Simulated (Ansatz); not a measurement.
The system is CuO.

```
Cu O
1.0
     3.17550    0.00000    0.00000
     0.00000    3.17550    0.00000
     0.00000    0.00000    4.64953
Cu O
2 2
Direct
  0.00000 0.00000 0.00000
  0.50000 0.50000 0.00000
  0.50000 0.00000 0.26700
  0.00000 0.50000 0.73300
```

The cell was built by a generator and needn't be a form met in nature.

Base run:

- Program: Ansatz 0.2.0
- Functional: RPBE
- Potentials or basis: Ansatz PAW
- Cutoff: 420 eV (not typed: the program's choice for these potentials)
- k mesh: 8 × 8 × 6
- Occupations: fermi-dirac, width 0.05 eV
- Spin: no spin polarisation

Its results: band gap on the k mesh none (metal or under the smearing width); pressure 21.5 GPa; largest force 0.682 eV/Å.

Task: After a change of settings the same cell gave: band gap on the k mesh none (metal or under the smearing width); pressure 3.9 GPa; largest force 1.702 eV/Å. Which change was it?
A. functional from RPBE to PBE; cutoff from 420 eV (not typed: the program's choice for these potentials) to 300 eV
B. functional from RPBE to PBE; k mesh from 8 × 8 × 6 to 11 × 11 × 8
C. functional from RPBE to PBE
D. functional from RPBE to LDA

Result: D.

LDA binds more tightly than RPBE, so the same cell stands under less pressure.

Caveats: the run has no spin polarisation, though such a crystal can be magnetic; semilocal functionals often make such compounds metallic where correlation or magnetic order opens a gap, which also shifts bond lengths; the PAW data sets come from PBE, with cores solved anew for the run's functional, which leaves a small shift of forces and pressure; so large a pressure means that the cell lies far from this level's equilibrium, or that cutoff or potentials fall short (some runs); forces of over 1 eV/Å show positions far from the minimum, so gaps and moduli don't describe the material at rest (some runs).
